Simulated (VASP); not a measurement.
# Dielectric function of CdS (Hawleyite), part 2 of 3

What does the band structure of CdS (Hawleyite) give for its optical response? The cell is of the zinc-blende type, one of the forms listed for this formula. The start is a cell from a database of measured crystal structures.

VASP 6.6.1, plane waves and PAW; the level of theory is named at each step.

So far, gap on the k-mesh (eV): step 2 (ground state) 1.15.

## (4) Static response with local fields

Level of this step: PBE; plane waves and PAW (Cd, S) (VASP).

Perturbation theory (LEPSILON) gives the dielectric tensor with local fields, and the Born charges.

INCAR

```
SYSTEM = CdS
PREC = Accurate
ENCUT = 400
EDIFF = 1E-08
NELM = 100
ISMEAR = 0
SIGMA = 0.01
LREAL = .FALSE.
ALGO = Normal
GGA = PE
NBANDS = 15
LWAVE = .FALSE.
LCHARG = .FALSE.
KPAR = 4
LEPSILON = .TRUE.
```

POSCAR

```
CdS
1.0
    0.0000000000      2.9165000000      2.9165000000
    2.9165000000      0.0000000000      2.9165000000
    2.9165000000      2.9165000000      0.0000000000
Cd S
1 1
Direct
    0.0000000000      0.0000000000      0.0000000000
    0.7500000000      0.7500000000      0.7500000000
```

KPOINTS

```
Automatic mesh
0
Gamma
10 10 10
0 0 0
```

PAW data sets: Cd and S (PBE family, release 64).

On the command line:

```bash
$ mpirun -np 4 vasp_std
```

What it wrote:

```text
[... set-up lines as in an earlier step ...]
 entering main loop
       N       E                     dE             d eps       ncg     rms          rms(c)
DAV:   1     0.926250367477E+02    0.92625E+02   -0.79768E+03  1458   0.893E+02
DAV:   2    -0.317984059297E+01   -0.95805E+02   -0.91843E+02  1711   0.245E+02
DAV:   3    -0.664158848002E+01   -0.34617E+01   -0.34546E+01  1746   0.486E+01
DAV:   4    -0.666375160975E+01   -0.22163E-01   -0.22161E-01  1809   0.374E+00
DAV:   5    -0.666406377049E+01   -0.31216E-03   -0.31216E-03  1697   0.417E-01    0.815E+00
DAV:   6    -0.613745714135E+01    0.52661E+00   -0.88001E-01  2086   0.123E+01    0.651E+00
DAV:   7    -0.611803246830E+01    0.19425E-01   -0.20789E-01  1655   0.328E+00    0.318E+00
DAV:   8    -0.611821753065E+01   -0.18506E-03   -0.19142E-02  1697   0.186E+00    0.313E-01
DAV:   9    -0.611808217488E+01    0.13536E-03   -0.23382E-03  1718   0.751E-01    0.645E-02
DAV:  10    -0.611821123171E+01   -0.12906E-03   -0.27117E-04  1627   0.171E-01    0.693E-02
DAV:  11    -0.611828915797E+01   -0.77926E-04   -0.11853E-04  1571   0.977E-02    0.179E-02
DAV:  12    -0.611828049130E+01    0.86667E-05   -0.31149E-05  1976   0.762E-02    0.989E-03
DAV:  13    -0.611828170502E+01   -0.12137E-05   -0.47419E-06  1487   0.142E-02    0.125E-02
DAV:  14    -0.611828149772E+01    0.20731E-06   -0.25953E-07  1879   0.302E-03    0.487E-03
DAV:  15    -0.611828148230E+01    0.15416E-07   -0.14443E-08  1616   0.909E-04    0.195E-03
DAV:  16    -0.611828144748E+01    0.34821E-07   -0.13980E-08  1476   0.856E-04    0.267E-04
DAV:  17    -0.611828144839E+01   -0.91131E-09   -0.20871E-09   880   0.405E-04
   1 F= -.61182814E+01 E0= -.61182814E+01  d E =-.102069E-33
 Linear response reoptimize wavefunctions to high precision
DAV:   1    -0.611828145239E+01   -0.39959E-08   -0.16778E-10  1020   0.123E-04
DAV:   2    -0.611828145239E+01   -0.63665E-11   -0.23308E-11   824   0.434E-05
 Linear response G [H, r] |phi>, progress :
  Direction:   1
       N       E                     dE             d eps       ncg     rms
RMM:   1    -0.832947957946E+02   -0.83295E+02   -0.39751E+00  2639   0.705E+01
RMM:   2    -0.786541974638E+02    0.46406E+01   -0.70381E+00  2328   0.183E+01
RMM:   3    -0.787207550977E+02   -0.66558E-01   -0.16188E-01  2411   0.260E+00
RMM:   4    -0.787229824509E+02   -0.22274E-02   -0.32551E-03  2512   0.336E-01
RMM:   5    -0.787229996048E+02   -0.17154E-04   -0.15536E-04  2552   0.543E-02
RMM:   6    -0.787229944131E+02    0.51917E-05   -0.75025E-06  2635   0.908E-03
RMM:   7    -0.787229942292E+02    0.18391E-06   -0.35237E-06  2669   0.196E-03
RMM:   8    -0.787229941071E+02    0.12202E-06    0.18116E-05  2181   0.733E-04
RMM:   9    -0.787229939377E+02    0.16942E-06    0.75411E-06  1904   0.537E-04
RMM:  10    -0.787229938925E+02    0.45207E-07    0.79097E-06  1610   0.504E-04
RMM:  11    -0.787229938717E+02    0.20798E-07   -0.15522E-05  1533   0.504E-04
RMM:  12    -0.787229938942E+02   -0.22489E-07   -0.92025E-06  1441   0.502E-04
 Linear response G [H, r] |phi>, progress :
  Direction:   2
       N       E                     dE             d eps       ncg     rms
RMM:   1    -0.843967188982E+02   -0.84397E+02   -0.30512E+01  2697   0.695E+01
RMM:   2    -0.802838882738E+02    0.41128E+01   -0.62633E+00  2274   0.177E+01
RMM:   3    -0.803471256961E+02   -0.63237E-01   -0.13717E-01  2391   0.252E+00
RMM:   4    -0.803492535096E+02   -0.21278E-02   -0.28780E-03  2516   0.325E-01
RMM:   5    -0.803492711263E+02   -0.17617E-04   -0.14612E-04  2556   0.528E-02
RMM:   6    -0.803492664288E+02    0.46974E-05   -0.85764E-06  2613   0.882E-03
RMM:   7    -0.803492662005E+02    0.22837E-06   -0.30395E-06  2663   0.192E-03
RMM:   8    -0.803492658547E+02    0.34577E-06    0.22505E-05  2130   0.737E-04
RMM:   9    -0.803492658424E+02    0.12263E-07    0.10143E-05  1883   0.545E-04
RMM:  10    -0.803492659455E+02   -0.10305E-06    0.12848E-05  1572   0.515E-04
RMM:  11    -0.803492659668E+02   -0.21346E-07    0.19365E-05  1514   0.511E-04
RMM:  12    -0.803492659770E+02   -0.10152E-07   -0.61314E-07  1395   0.514E-04
 Linear response G [H, r] |phi>, progress :
  Direction:   3
       N       E                     dE             d eps       ncg     rms
RMM:   1    -0.717951284176E+02   -0.71795E+02    0.11697E+02  2573   0.726E+01
RMM:   2    -0.706197801930E+02    0.11753E+01   -0.73340E+00  2358   0.181E+01
RMM:   3    -0.706728641142E+02   -0.53084E-01   -0.20859E-01  2351   0.264E+00
RMM:   4    -0.706736572213E+02   -0.79311E-03   -0.37479E-03  2470   0.360E-01
RMM:   5    -0.706736851901E+02   -0.27969E-04   -0.10446E-04  2532   0.580E-02
RMM:   6    -0.706736871822E+02   -0.19921E-05   -0.38574E-06  2600   0.989E-03
RMM:   7    -0.706736873083E+02   -0.12611E-06   -0.12668E-06  2612   0.202E-03
RMM:   8    -0.706736873304E+02   -0.22069E-07   -0.15901E-06  2117   0.665E-04
RMM:   9    -0.706736873267E+02    0.36767E-08   -0.35476E-06  1790   0.445E-04
RMM:  10    -0.706736873067E+02    0.20035E-07   -0.15922E-05  1512   0.412E-04
RMM:  11    -0.706736874525E+02   -0.14581E-06   -0.11953E-05  1424   0.412E-04
RMM:  12    -0.706736872451E+02    0.20738E-06    0.63121E-06  1316   0.411E-04
 Linear response to external field (no local field effect), progress :
  Direction:   1
       N       E                     dE             d eps       ncg     rms          rms(c)
RMM:   1    -0.805691114054E+00   -0.80569E+00   -0.37917E+00  2915   0.331E+00
RMM:   2    -0.859526878534E+00   -0.53836E-01   -0.14384E-02  2306   0.614E-01
RMM:   3    -0.859706269753E+00   -0.17939E-03   -0.20249E-04  2325   0.690E-02
RMM:   4    -0.859708223247E+00   -0.19535E-05   -0.44471E-06  2359   0.104E-02
RMM:   5    -0.859708249723E+00   -0.26476E-07   -0.25027E-07  2379   0.157E-03
RMM:   6    -0.859708245007E+00    0.47161E-08   -0.94456E-08  1976   0.269E-04
 change of polarisation eV/A/(eV/A) component  1 :     1.719     0.680     0.203
 dielectric tensor                  component  1 :     7.271     2.482     0.739
 Linear response to external field (no local field effect), progress :
  Direction:   2
       N       E                     dE             d eps       ncg     rms          rms(c)
RMM:   1    -0.861185448781E+00   -0.86119E+00   -0.40916E+00  2938   0.337E+00
RMM:   2    -0.920608688063E+00   -0.59423E-01   -0.16801E-02  2293   0.643E-01
RMM:   3    -0.920806907317E+00   -0.19822E-03   -0.22097E-04  2337   0.707E-02
RMM:   4    -0.920809198310E+00   -0.22910E-05   -0.44749E-06  2366   0.106E-02
RMM:   5    -0.920809229983E+00   -0.31673E-07   -0.10188E-07  2364   0.157E-03
RMM:   6    -0.920809228860E+00    0.11229E-08    0.24691E-08  1973   0.266E-04
 change of polarisation eV/A/(eV/A) component  2 :     0.680     1.842    -0.304
 dielectric tensor                  component  2 :     2.482     7.717    -1.109
 Linear response to external field (no local field effect), progress :
  Direction:   3
       N       E                     dE             d eps       ncg     rms          rms(c)
RMM:   1    -0.487797746613E+00   -0.48780E+00   -0.20807E+00  2834   0.281E+00
RMM:   2    -0.524746680601E+00   -0.36949E-01   -0.92594E-03  2335   0.556E-01
RMM:   3    -0.524854794536E+00   -0.10811E-03   -0.14836E-04  2277   0.633E-02
RMM:   4    -0.524856330521E+00   -0.15360E-05   -0.34125E-06  2357   0.937E-03
RMM:   5    -0.524856342847E+00   -0.12326E-07   -0.65896E-08  2351   0.140E-03
RMM:   6    -0.524856341326E+00    0.15210E-08    0.38030E-08  1933   0.239E-04
 change of polarisation eV/A/(eV/A) component  3 :     0.204    -0.304     1.050
 dielectric tensor                  component  3 :     0.743    -1.110     4.828
 Linear response to external field, progress :
  Direction:   1
       N       E                     dE             d eps       ncg     rms          rms(c)
RMM:   1    -0.717422648125E+00   -0.71742E+00   -0.33133E+00 10451   0.316E+00
RMM:   2    -0.768274120612E+00   -0.50851E-01   -0.13299E-02  8428   0.605E-01    0.160E+00
RMM:   3    -0.735150079977E+00    0.33124E-01   -0.34554E-02  8286   0.899E-01    0.850E-01
RMM:   4    -0.754350445761E+00   -0.19200E-01   -0.23920E-02  8401   0.806E-01    0.229E-01
RMM:   5    -0.772776520226E+00   -0.18426E-01   -0.14122E-03  8185   0.247E-01    0.586E-02
RMM:   6    -0.775732428206E+00   -0.29559E-02   -0.12382E-04  8110   0.660E-02    0.168E-02
RMM:   7    -0.776303466910E+00   -0.57104E-03   -0.76374E-06  8561   0.188E-02    0.397E-03
RMM:   8    -0.776528422613E+00   -0.22496E-03   -0.17545E-07  7818   0.888E-03    0.210E-03
RMM:   9    -0.776514774996E+00    0.13648E-04   -0.14727E-06  8921   0.163E-03    0.927E-04
RMM:  10    -0.776516622786E+00   -0.18478E-05   -0.25633E-06  8531   0.109E-03    0.262E-04
RMM:  11    -0.776517513686E+00   -0.89090E-06   -0.15066E-06  8281   0.234E-04    0.701E-05
RMM:  12    -0.776517474348E+00    0.39339E-07   -0.13696E-06  6971   0.135E-04    0.173E-05
RMM:  13    -0.776517164828E+00    0.30952E-06   -0.39891E-07  4126   0.372E-05    0.119E-05
RMM:  14    -0.776517053792E+00    0.11104E-06   -0.17367E-07  2375   0.357E-05    0.177E-06
 change of polarisation eV/A/(eV/A) component  1 :     1.441     0.278     0.145
 dielectric tensor                  component  1 :     6.257     1.013     0.527
 Linear response to external field, progress :
  Direction:   2
       N       E                     dE             d eps       ncg     rms          rms(c)
RMM:   1    -0.718962608725E+00   -0.71896E+00   -0.33287E+00 10454   0.316E+00
RMM:   2    -0.768281459395E+00   -0.49319E-01   -0.13274E-02  8428   0.604E-01    0.160E+00
RMM:   3    -0.735156942565E+00    0.33125E-01   -0.34534E-02  8289   0.899E-01    0.850E-01
RMM:   4    -0.754358759726E+00   -0.19202E-01   -0.23929E-02  8401   0.806E-01    0.229E-01
RMM:   5    -0.772781222626E+00   -0.18422E-01   -0.14136E-03  8177   0.247E-01    0.586E-02
RMM:   6    -0.775737533725E+00   -0.29563E-02   -0.12423E-04  8111   0.660E-02    0.168E-02
RMM:   7    -0.776308104138E+00   -0.57057E-03   -0.72361E-06  8556   0.188E-02    0.397E-03
RMM:   8    -0.776533092784E+00   -0.22499E-03    0.22323E-07  7810   0.888E-03    0.210E-03
RMM:   9    -0.776519458720E+00    0.13634E-04   -0.10305E-07  8929   0.163E-03    0.927E-04
RMM:  10    -0.776521287961E+00   -0.18292E-05   -0.52369E-07  8531   0.109E-03    0.262E-04
RMM:  11    -0.776522196955E+00   -0.90899E-06   -0.67942E-07  8290   0.234E-04    0.700E-05
RMM:  12    -0.776522152056E+00    0.44899E-07    0.24547E-07  6983   0.134E-04    0.171E-05
RMM:  13    -0.776521846715E+00    0.30534E-06    0.27323E-07  4091   0.367E-05    0.118E-05
RMM:  14    -0.776521737359E+00    0.10936E-06    0.34162E-08  2397   0.353E-05    0.157E-06
 change of polarisation eV/A/(eV/A) component  2 :     0.257     1.441     0.104
 dielectric tensor                  component  2 :     0.936     6.257     0.381
 Linear response to external field, progress :
  Direction:   3
       N       E                     dE             d eps       ncg     rms          rms(c)
RMM:   1    -0.720299092624E+00   -0.72030E+00   -0.33421E+00 10452   0.316E+00
RMM:   2    -0.768279038039E+00   -0.47980E-01   -0.13241E-02  8427   0.604E-01    0.160E+00
RMM:   3    -0.735154447566E+00    0.33125E-01   -0.34549E-02  8288   0.899E-01    0.850E-01
RMM:   4    -0.754356902797E+00   -0.19202E-01   -0.23941E-02  8402   0.806E-01    0.229E-01
RMM:   5    -0.772779352565E+00   -0.18422E-01   -0.14150E-03  8182   0.247E-01    0.586E-02
RMM:   6    -0.775734923191E+00   -0.29556E-02   -0.12459E-04  8120   0.660E-02    0.168E-02
RMM:   7    -0.776305903236E+00   -0.57098E-03   -0.72603E-06  8556   0.188E-02    0.397E-03
RMM:   8    -0.776530882906E+00   -0.22498E-03    0.11175E-07  7823   0.888E-03    0.210E-03
RMM:   9    -0.776517245163E+00    0.13638E-04   -0.58955E-07  8935   0.163E-03    0.927E-04
RMM:  10    -0.776519089025E+00   -0.18439E-05   -0.20180E-06  8537   0.109E-03    0.262E-04
RMM:  11    -0.776519986870E+00   -0.89785E-06    0.20978E-07  8284   0.234E-04    0.700E-05
RMM:  12    -0.776519942936E+00    0.43934E-07    0.36495E-07  6998   0.134E-04    0.172E-05
RMM:  13    -0.776519636942E+00    0.30599E-06   -0.14734E-07  4108   0.367E-05    0.118E-05
RMM:  14    -0.776519525415E+00    0.11153E-06    0.21079E-08  2372   0.352E-05    0.156E-06
 change of polarisation eV/A/(eV/A) component  3 :     0.203     0.219     1.441
 dielectric tensor                  component  3 :     0.742     0.798     6.257
 Born effective charges drift removed
```

The job ended after 1.9 min (4 MPI ranks of Intel Xeon Platinum 8259CL at 2.50GHz (Skylake/Cascade Lake), shared host; peak memory 1.4 GiB).

Parts of OUTCAR (step 4):

```text
The static configuration has the point symmetry T_d .

 Found     47 irreducible k-points:

   k-points           NKPTS =     47   k-points in BZ     NKDIM =     47   number of bands    NBANDS=     15

   NELECT =      18.0000    total number of electrons

  Total        0.8675206      0.8675206      0.8675206     -0.0000000     -0.0000000      0.0000000
  in kB       28.0139546     28.0139546     28.0139546     -0.0000000     -0.0000000      0.0000000
  external PRESSURE =      28.0139546 kB  Pullay stress =       0.0000000 kB

 POSITION                                       TOTAL-FORCE (eV/Angst)
 -----------------------------------------------------------------------------------
      0.00000      0.00000      0.00000        -0.000000     -0.000000     -0.000000
      4.37475      4.37475      4.37475         0.000000      0.000000      0.000000
 -----------------------------------------------------------------------------------
    total drift:                                0.000001      0.000001      0.000001

 MACROSCOPIC STATIC DIELECTRIC TENSOR (including local field effects in DFT)
 ------------------------------------------------------
           6.257293     0.000000     0.000000
           0.000000     6.257293     0.000000
           0.000000     0.000000     6.257293
 ------------------------------------------------------

 PIEZOELECTRIC TENSOR (including local field effects)  for field in x, y, z        (C/m^2)
          XX          YY          ZZ          XY          YZ          ZX
  --------------------------------------------------------------------------------
  x     0.00000     0.00000     0.00000     0.00000     0.62918     0.00000
  y    -0.00000     0.00000    -0.00000     0.00000     0.00000     0.62918
  z     0.00000     0.00000     0.00000     0.62918     0.00000     0.00000

 BORN EFFECTIVE CHARGES (including local field effects) (in |e|, cummulative output)
 ---------------------------------------------------------------------------------
 ion    1
    1     2.18742    -0.00000    -0.00000
    2     0.00000     2.18742     0.00000
    3    -0.00000     0.00000     2.18742
 ion    2
    1    -2.18742     0.00000     0.00000
    2     0.00000    -2.18742     0.00000
    3     0.00000     0.00000    -2.18742

[... 8 parts as in an earlier step ...]
```

Energies printed during the response cycles are not total energies of the cell. The dielectric response converges more slowly with the mesh than energies do, so tensor and charges may still move on a finer one.

This step gave:

| Item | Value |
| --- | --- |
| Fermi energy | 1.398 eV |
| pressure | 2.801 GPa |

Electronic dielectric tensor with local fields:

```
6.26 0.00 0.00
0.00 6.26 0.00
0.00 0.00 6.26
```

Born effective charge (e), principal values of the symmetric part by kind of site:

```tsv
atom	atoms with these values	low	middle	high	mean
Cd1	1	2.19	2.19	2.19	2.19
S2	1	-2.19	-2.19	-2.19	-2.19
```

In full for S2:

```
-2.19  0.00  0.00
 0.00 -2.19  0.00
 0.00  0.00 -2.19
```

Piezoelectric tensor with clamped ions (C/m²), by row:

```tsv
field	xx	yy	zz	xy	yz	zx
x	0	0	0	0	0.6292	0
y	0	0	0	0	0	0.6292
z	0	0	0	0.6292	0	0
```

The mean electronic (clamped-ion) dielectric constant is 6.26. No finer mesh was run, so at a direct gap of this size the value isn't shown to be converged.

(Part 2 of 3 ends here.)

[Lines on the potential files, build, host, timing and source positions are cut from VASP's logs without a mark.]

[Logs are printed without paths, hosts, clocks, repeated set-up lines and the standing remarks that a program may print on its own settings, such as how far it seeks lower states.]

[Hosts, paths, dates, database ids (printed as entryN), source tags and the programs' standing remarks are cut or masked in the printed files.]
